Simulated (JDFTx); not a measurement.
# Ni (P6_3/mmc) in JDFTx: equation of state

How stiff is Ni in PBE, and what volume does it want? The cell is scaled to several volumes.

All numbers are computed with JDFTx 1.7.0 (patched build); they aren't measurements. Logs are shortened: lines on timing, memory, paths and dates and some standing lists are left out, and cuts for length are marked. The log counts tension as positive stress, the text compression.

## 1. The crystal as given

The structure is hexagonal, space group P6_3/mmc (No. 194). Conventional cell: a = 2.448 Å, b = 2.448 Å, c = 4.073 Å, α = 90.00°, β = 90.00°, γ = 120.00°. Ni (site symmetry -6m2) has 12 Ni at 2.45 to 2.48 Å as nearest neighbours.

This isn't the form of Ni at room conditions, which is fcc.

## 2. Equation of state, PBE, collinear spin, ferromagnetic start, 9.93 Å³/atom (volume scaled by 0.94)

The input, Ni.in:

```
lattice \
    4.5316562677    -2.2658281339     0.0000000000 \
    0.0000000000     3.9245294491     0.0000000000 \
    0.0000000000     0.0000000000     7.5393755377
coords-type Lattice
ion Ni     0.6666666667     0.3333333333     0.7500000000 1
ion Ni     0.3333333333     0.6666666667     0.2500000000 1

ion-species pseudo/Ni.upf
elec-cutoff 49 392
elec-ex-corr gga-PBE
kpoint-folding 12 12 7
elec-smearing Fermi 0.0018374661
elec-n-bands 26
spintype z-spin
initial-magnetic-moments Ni 1 1
elec-initial-magnetization 2 no
electronic-SCF nIterations 100 energyDiffThreshold 1e-09
electronic-minimize nIterations 30 energyDiffThreshold 1e-7
forces-output-coords Cartesian

dump-name run.$VAR
dump End Ecomponents EigStats BandEigs Kpoints Forces Stress
```

Potentials or basis: PseudoDojo-SR-PBE-0.5-standard.

The run is started by

```bash
$ jdftx -c 1 -i Ni.in -o Ni.out
```

What it wrote:

```text
*************** JDFTx 1.7.0 (patched build) ***************

Input parsed successfully to the following command list (including defaults):
[... the input with its defaults ...]

---------- Setting up symmetries ----------

Found 24 point-group symmetries of the bravais lattice
Found 24 space-group symmetries with basis
Applied RMS atom displacement 2.61635e-10 bohrs to make symmetries exact.

---------- Initializing the Grid ----------
R =
[      4.53166     -2.26583            0  ]
[            0      3.92453            0  ]
[            0            0      7.53938  ]
unit cell volume = 134.085
G =
[    1.38651   0.800502         -0  ]
[          0      1.601          0  ]
[          0         -0   0.833383  ]
Minimum fftbox size, Smin = [  44  44  68  ]
Chosen fftbox size, S = [  48  48  70  ]

---------- Initializing tighter grid for wavefunction operations ----------
R =
[      4.53166     -2.26583            0  ]
[            0      3.92453            0  ]
[            0            0      7.53938  ]
unit cell volume = 134.085
G =
[    1.38651   0.800502         -0  ]
[          0      1.601          0  ]
[          0         -0   0.833383  ]
Minimum fftbox size, Smin = [  32  32  48  ]
Chosen fftbox size, S = [  32  32  48  ]

---------- Exchange Correlation functional ----------
Initalized PBE GGA exchange.
Initalized PBE GGA correlation.

---------- Setting up pseudopotentials ----------
Width of ionic core gaussian charges (only for fluid interactions / plotting) set to 0

Reading pseudopotential file 'pseudo/Ni.upf':
  'Ni' pseudopotential, 'PBE' functional
  Generated using ONCVPSP code by D. R. Hamann
  18 valence electrons, 4 orbitals, 6 projectors, 1001 radial grid points, with lMax = 2
    3S    l: 0   occupation:  2.0   eigenvalue: -4.081355
    3P    l: 1   occupation:  6.0   eigenvalue: -2.623460
    3D    l: 2   occupation:  8.0   eigenvalue: -0.326118
    4S    l: 0   occupation:  2.0   eigenvalue: -0.207378
  Core radius for overlap checks: 1.60 bohrs.

Initialized 1 species with 2 total atoms.

Folded 1 k-points by 12x12x7 to 1008 k-points.

---------- Setting up k-points, bands, fillings ----------
Reduced to 76 k-points under symmetry.
Computing the number of bands and number of electrons
Calculating initial fillings.
nElectrons:  36.000000   nBands: 26   nStates: 152

----- Setting up reduced wavefunction bases (one per k-point) -----
average nbasis = 2196.844 , ideal nbasis = 2196.686

---------- Setting up ewald sum ----------
Optimum gaussian width for ewald sums = 1.819135 bohr.
Real space sum over 1521 unit cells with max indices [  6  6  4  ]
Reciprocal space sum over 2057 terms with max indices [  5  5  8  ]

---------- Allocating electronic variables ----------
Initializing wave functions:  linear combination of atomic orbitals
Note: number of bands (26) exceeds available atomic orbitals (20)
Ni (M=1) pseudo-atom majority spin occupations:   s ( 1 0.5 )  p ( 3 )  d ( 5 )
Ni (M=1) pseudo-atom minority spin occupations:   s ( 1 0 )  p ( 3 )  d ( 4.5 )
	FillingsUpdate:  mu: +1.418111738  nElectrons: 36.000000  magneticMoment: [ Abs: 0.05158  Tot: +0.00000 ]
LCAOMinimize: Iter:   0  F: -326.0486570795503098  |grad|_K:  5.452e-03  alpha:  1.000e+00
	FillingsUpdate:  mu: +1.044975982  nElectrons: 36.000000  magneticMoment: [ Abs: 0.84660  Tot: +0.80377 ]
LCAOMinimize: Iter:   1  F: -327.8763267224117044  |grad|_K:  4.221e-03  alpha:  3.264e-01  linmin: -2.562e-01  cgtest:  4.690e-01
	FillingsUpdate:  mu: +0.775590564  nElectrons: 36.000000  magneticMoment: [ Abs: 1.24281  Tot: +1.18321 ]
[... 15 lines of inner loops ...]
LCAOMinimize: Iter:   8  F: -328.2482575154950268  |grad|_K:  8.990e-07  alpha:  5.124e-01  linmin:  1.167e-05  cgtest: -1.521e-02
	FillingsUpdate:  mu: +0.785270756  nElectrons: 36.000000  magneticMoment: [ Abs: 1.42922  Tot: +1.31398 ]
LCAOMinimize: Iter:   9  F: -328.2482575504680540  |grad|_K:  9.731e-08  alpha:  8.428e-01  linmin:  6.358e-04  cgtest:  7.361e-03
LCAOMinimize: Converged (|Delta F|<1.000000e-06 for 2 iters).

-------- Electronic minimization -----------
Will mix electronic density at each iteration.
	FillingsUpdate:  mu: +0.785270756  nElectrons: 36.000000  magneticMoment: [ Abs: 1.42922  Tot: +1.31398 ]
	FillingsUpdate:  mu: +0.784233940  nElectrons: 36.000000  magneticMoment: [ Abs: 1.42922  Tot: +1.31398 ]
SCF: Cycle:  0   F: -328.272447234502579   dF: -2.419e-02   |Residual|: 1.336e-01   |deigs|: 6.474e-02
	FillingsUpdate:  mu: +0.756443879  nElectrons: 36.000000  magneticMoment: [ Abs: 1.51692  Tot: +1.34666 ]
SCF: Cycle:  1   F: -328.282487606380528   dF: -1.004e-02   |Residual|: 5.459e-02   |deigs|: 2.763e-02
	FillingsUpdate:  mu: +0.765534789  nElectrons: 36.000000  magneticMoment: [ Abs: 1.45741  Tot: +1.30383 ]
SCF: Cycle:  2   F: -328.285048508521186   dF: -2.561e-03   |Residual|: 9.623e-03   |deigs|: 8.987e-03
	FillingsUpdate:  mu: +0.766067538  nElectrons: 36.000000  magneticMoment: [ Abs: 1.43603  Tot: +1.26887 ]
SCF: Cycle:  3   F: -328.285051854023038   dF: -3.346e-06   |Residual|: 3.343e-03   |deigs|: 6.099e-04
	FillingsUpdate:  mu: +0.765813034  nElectrons: 36.000000  magneticMoment: [ Abs: 1.44401  Tot: +1.27067 ]
SCF: Cycle:  4   F: -328.285055574390753   dF: -3.720e-06   |Residual|: 1.131e-03   |deigs|: 3.148e-04
	FillingsUpdate:  mu: +0.765768682  nElectrons: 36.000000  magneticMoment: [ Abs: 1.44586  Tot: +1.27222 ]
SCF: Cycle:  5   F: -328.285055783739949   dF: -2.093e-07   |Residual|: 3.394e-04   |deigs|: 9.841e-05
	FillingsUpdate:  mu: +0.765783682  nElectrons: 36.000000  magneticMoment: [ Abs: 1.44589  Tot: +1.27290 ]
SCF: Cycle:  6   F: -328.285055825074664   dF: -4.133e-08   |Residual|: 1.303e-04   |deigs|: 7.552e-05
	FillingsUpdate:  mu: +0.765781015  nElectrons: 36.000000  magneticMoment: [ Abs: 1.44588  Tot: +1.27313 ]
SCF: Cycle:  7   F: -328.285055834450873   dF: -9.376e-09   |Residual|: 5.173e-05   |deigs|: 4.702e-05
	FillingsUpdate:  mu: +0.765783486  nElectrons: 36.000000  magneticMoment: [ Abs: 1.44568  Tot: +1.27311 ]
SCF: Cycle:  8   F: -328.285055838010521   dF: -3.560e-09   |Residual|: 1.929e-05   |deigs|: 5.448e-05
	FillingsUpdate:  mu: +0.765783790  nElectrons: 36.000000  magneticMoment: [ Abs: 1.44560  Tot: +1.27303 ]
SCF: Cycle:  9   F: -328.285055838675703   dF: -6.652e-10   |Residual|: 7.289e-06   |deigs|: 2.776e-05
	FillingsUpdate:  mu: +0.765782697  nElectrons: 36.000000  magneticMoment: [ Abs: 1.44560  Tot: +1.27301 ]
SCF: Cycle: 10   F: -328.285055838904839   dF: -2.291e-10   |Residual|: 2.744e-06   |deigs|: 1.170e-04
SCF: Converged (|Delta E|<1.000000e-09 for 2 iters).

Setting wave functions to eigenvectors of Hamiltonian

# Stress tensor in Cartesian coordinates [Eh/a0^3]:
[ -0.000872904  1.11212e-14            0  ]
[  1.11213e-14 -0.000872904            0  ]
[            0            0 -0.000698073  ]

# Ionic positions in lattice coordinates:
ion Ni   0.666666666666667   0.333333333333333   0.750000000000000 1
ion Ni   0.333333333333333   0.666666666666667   0.250000000000000 1

# Forces in Cartesian coordinates:
force Ni  -0.000000000000000   0.000000000000000   0.000000000000000 1
force Ni   0.000000000000000   0.000000000000000   0.000000000000000 1

# Energy components:
   Eewald =     -230.3382998999163362
       EH =       89.0903935029102314
     Eloc =     -256.5562421029938491
      Enl =      -52.9129713949857035
      Exc =      -42.9155591038235329
 Exc_core =        7.2889746718227597
       KE =      158.0598433970171754
-------------------------------------
     Etot =     -328.2838609299692507
       TS =        0.0011949089355934
-------------------------------------
        F =     -328.2850558389048388

IonicMinimize: Iter:   0  F: -328.285055838904839  |grad|_K:  5.217e-38
IonicMinimize: Converged (|grad|_K<1.000000e-04).

#--- Lowdin population analysis ---
# oxidation-state Ni +0.215 +0.215
# magnetic-moments Ni +0.667 +0.667

Dumping 'run.eigStats' ...
	eMin: -3.050203 at state 0 ( [ +0.000000 +0.000000 +0.000000 ] spin 1 )
	HOMO: +0.765694 at state 81 ( [ +0.000000 +0.083333 +0.142857 ] spin -1 )
	mu  : +0.765783
	LUMO: +0.765982 at state 117 ( [ +0.083333 +0.333333 +0.142857 ] spin -1 )
	eMax: +1.795533 at state 79 ( [ +0.000000 +0.000000 +0.428571 ] spin -1 )
	HOMO-LUMO gap: +0.000289
	Optical gap  : +0.001056 at state 117 ( [ +0.083333 +0.333333 +0.142857 ] spin -1 )
Done!
```

Wall time 1.8 min (1 thread of AMD EPYC 9R45 (Zen 5), shared host); peak memory 0.39 GiB.

What came out:

```yaml
Free_energy: -8933.0915 eV
Pressure: 24.0 GPa
Band_gap_on_the_k_mesh: none (metal or under the smearing width)
Net_moment: 1.27 μB per cell
Absolute_moment: 1.45 μB per cell
Site_moments: Ni +0.67 μB
```

## 3. Equation of state, PBE, collinear spin, ferromagnetic start, 10.15 Å³/atom (volume scaled by 0.96)

Edit Ni.in of step 2 so:

```diff
@@ -1,5 +1,5 @@
 lattice \
-    4.5316562677    -2.2658281339     0.0000000000 \
-    0.0000000000     3.9245294491     0.0000000000 \
-    0.0000000000     0.0000000000     7.5393755377
+    4.5635703914    -2.2817851958     0.0000000000 \
+    0.0000000000     3.9521678910     0.0000000000 \
+    0.0000000000     0.0000000000     7.5924714810
 coords-type Lattice
```

Potentials or basis: PseudoDojo-SR-PBE-0.5-standard.

The run is started by

```bash
$ jdftx -c 1 -i Ni.in -o Ni.out
```

Run time: 1.8 min. Hardware: 1 thread of AMD EPYC 9R45 (Zen 5), shared host; peak memory 0.4 GiB.

The run converged. Its results:

```
Free energy            : -8933.1466 eV
Pressure               : 17.9 GPa
Band gap on the k mesh : none (metal or under the smearing width)
Net moment             : 1.29 μB per cell
Absolute moment        : 1.47 μB per cell
Site moments           : Ni +0.68 μB
```

## 4. Equation of state, PBE, collinear spin, ferromagnetic start, 10.36 Å³/atom (volume scaled by 0.98)

Edit Ni.in of step 3 so:

```diff
@@ -1,5 +1,5 @@
 lattice \
-    4.5635703914    -2.2817851958     0.0000000000 \
-    0.0000000000     3.9521678910     0.0000000000 \
-    0.0000000000     0.0000000000     7.5924714810
+    4.5950442854    -2.2975221426     0.0000000000 \
+    0.0000000000     3.9794250828     0.0000000000 \
+    0.0000000000     0.0000000000     7.6448350081
 coords-type Lattice
```

The run is started by

```bash
$ jdftx -c 1 -i Ni.in -o Ni.out
```

It took 2.1 min on 1 thread of AMD EPYC 9R45 (Zen 5), shared host; peak memory 0.4 GiB.

It converged, with:

```
Free energy            : -8933.1864 eV
Pressure               : 12.4 GPa
Band gap on the k mesh : none (metal or under the smearing width)
Net moment             : 1.31 μB per cell
Absolute moment        : 1.50 μB per cell
Site moments           : Ni +0.69 μB
```

## 5. Equation of state, PBE, collinear spin, ferromagnetic start, 10.57 Å³/atom

Edit Ni.in of step 4 so:

```diff
@@ -1,5 +1,5 @@
 lattice \
-    4.5950442854    -2.2975221426     0.0000000000 \
-    0.0000000000     3.9794250828     0.0000000000 \
-    0.0000000000     0.0000000000     7.6448350081
+    4.6260928237    -2.3130464118     0.0000000000 \
+    0.0000000000     4.0063139057     0.0000000000 \
+    0.0000000000     0.0000000000     7.6964908656
 coords-type Lattice
```

The run is started by

```bash
$ jdftx -c 1 -i Ni.in -o Ni.out
```

It took 2 min on 1 thread of AMD EPYC 9R45 (Zen 5), shared host; peak memory 0.42 GiB.

It converged, with:

* Free energy: -8933.2126 eV
* Pressure: 7.5 GPa
* Band gap on the k mesh: none (metal or under the smearing width)
* Net moment: 1.33 μB per cell
* Absolute moment: 1.52 μB per cell
* Site moments: Ni +0.70 μB

## 6. Equation of state, PBE, collinear spin, ferromagnetic start, 10.78 Å³/atom (volume scaled by 1.02)

Edit Ni.in of step 5 so:

```diff
@@ -1,5 +1,5 @@
 lattice \
-    4.6260928237    -2.3130464118     0.0000000000 \
-    0.0000000000     4.0063139057     0.0000000000 \
-    0.0000000000     0.0000000000     7.6964908656
+    4.6567300927    -2.3283650464     0.0000000000 \
+    0.0000000000     4.0328465590     0.0000000000 \
+    0.0000000000     0.0000000000     7.7474624892
 coords-type Lattice
```

Potentials or basis: PseudoDojo-SR-PBE-0.5-standard.

The run is started by

```bash
$ jdftx -c 1 -i Ni.in -o Ni.out
```

It took 2.1 min on 1 thread of AMD EPYC 9R45 (Zen 5), shared host; peak memory 0.43 GiB.

The run converged. Its results:

```
Free energy            : -8933.2267 eV
Pressure               : 3.1 GPa
Band gap on the k mesh : none (metal or under the smearing width)
Net moment             : 1.34 μB per cell
Absolute moment        : 1.54 μB per cell
Site moments           : Ni +0.71 μB
```

## 7. Equation of state, PBE, collinear spin, ferromagnetic start, 10.99 Å³/atom (volume scaled by 1.04)

Edit Ni.in of step 6 so:

```diff
@@ -1,5 +1,5 @@
 lattice \
-    4.6567300927    -2.3283650464     0.0000000000 \
-    0.0000000000     4.0328465590     0.0000000000 \
-    0.0000000000     0.0000000000     7.7474624892
+    4.6869694473    -2.3434847235     0.0000000000 \
+    0.0000000000     4.0590346082     0.0000000000 \
+    0.0000000000     0.0000000000     7.7977720969
 coords-type Lattice
```

The run is started by

```bash
$ jdftx -c 1 -i Ni.in -o Ni.out
```

It took 2 min on 1 thread of AMD EPYC 9R45 (Zen 5), shared host; peak memory 0.44 GiB.

Results (log left out):

```yaml
Free_energy: -8933.2298 eV
Pressure: -0.8 GPa
Band_gap_on_the_k_mesh: none (metal or under the smearing width)
Net_moment: 1.36 μB per cell
Absolute_moment: 1.55 μB per cell
Site_moments: Ni +0.71 μB
```

## 8. Equation of state, PBE, collinear spin, ferromagnetic start, 11.20 Å³/atom (volume scaled by 1.06)

Edit Ni.in of step 7 so:

```diff
@@ -1,5 +1,5 @@
 lattice \
-    4.6869694473    -2.3434847235     0.0000000000 \
-    0.0000000000     4.0590346082     0.0000000000 \
-    0.0000000000     0.0000000000     7.7977720969
+    4.7168235608    -2.3584117804     0.0000000000 \
+    0.0000000000     4.0848890288     0.0000000000 \
+    0.0000000000     0.0000000000     7.8474407742
 coords-type Lattice
```

The run is started by

```bash
$ jdftx -c 1 -i Ni.in -o Ni.out
```

Wall time 2.1 min (1 thread of AMD EPYC 9R45 (Zen 5), shared host); peak memory 0.45 GiB.

Results (log left out):

```
Free energy            : -8933.2232 eV
Pressure               : -4.2 GPa
Band gap on the k mesh : none (metal or under the smearing width)
Net moment             : 1.37 μB per cell
Absolute moment        : 1.57 μB per cell
Site moments           : Ni +0.72 μB
```

## 9. Equation of state, PBE, collinear spin, ferromagnetic start

Potentials or basis: PseudoDojo-SR-PBE-0.5-standard.

No new run: the results of the series are fitted here.

What came out:

```
Equilibrium volume                        : 10.95 Å³/atom
Bulk modulus at fixed shape and positions : 195 GPa
Pressure derivative of the bulk modulus   : 4.8
```

Energy against volume, from the lowest point:
```tsv
volume (Å³/atom)	energy (meV/atom)
9.935	69.19
10.146	41.63
10.357	21.70
10.569	8.59
10.780	1.56
10.992	0.00
11.203	3.29
```

Caveat: the cell was scaled at fixed shape and fractional positions, which overstates the stiffness of a crystal with free parameters, most of all of layers and chains.
